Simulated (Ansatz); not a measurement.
System: AlP (zinc blende type), 2 atoms in the cell.

```
Al P
1.0
     0.00000    2.75500    2.75500
     2.75500    0.00000    2.75500
     2.75500    2.75500    0.00000
Al P
1 1
Direct
  0.00000 0.00000 0.00000
  0.25000 0.25000 0.25000
```

The calculation used HSE06, plane waves, PAW datasets (generated hard set) in Ansatz 0.2.0 development build.

Cutoff 700 eV; exchange singularity: regularized; k-mesh 6×6×6 Γ-centred; Fermi–Dirac smearing of 0.02 eV; no spin polarisation.

Problem. How large is the gap on this mesh, is it direct, and where do the band edges lie (fractions of the reciprocal vectors of this cell)?

Solution. 2.31 eV, indirect from (0.000, 0.000, 0.000) to (0.000, -0.500, -0.500); the smallest direct gap is 3.99 eV.

Problem. List the levels near the gap at (0.000, 0.000, 0.000), (0.000, 0.000, 0.333), (0.000, 0.167, 0.333), (0.000, 0.167, -0.500), (0.000, 0.167, -0.167), (0.000, -0.500, -0.500), in eV from the top of the valence band (v1 is the highest filled band, c1 the lowest empty one).

Solution. 
```
                      k      v4     v3     v2     v1    c1    c2     c3
  (0.000, 0.000, 0.000)  -12.59   0.00   0.00   0.00  3.99  5.46   5.46
  (0.000, 0.000, 0.333)  -11.42  -4.67  -0.66  -0.66  3.81  5.97   5.97
  (0.000, 0.167, 0.333)  -11.47  -3.88  -1.40  -1.25  4.20  5.84   6.69
 (0.000, 0.167, -0.500)  -10.67  -5.58  -2.11  -1.28  4.12  5.95   6.90
 (0.000, 0.167, -0.167)  -11.76  -3.27  -1.70  -0.33  5.19  5.87   6.26
(0.000, -0.500, -0.500)  -10.10  -5.75  -2.26  -2.26  2.31  3.25  12.23
```

A gap read on the mesh is an upper bound of this method's gap, since the mesh can miss a band edge. Potentials made with PBE were used with another functional.
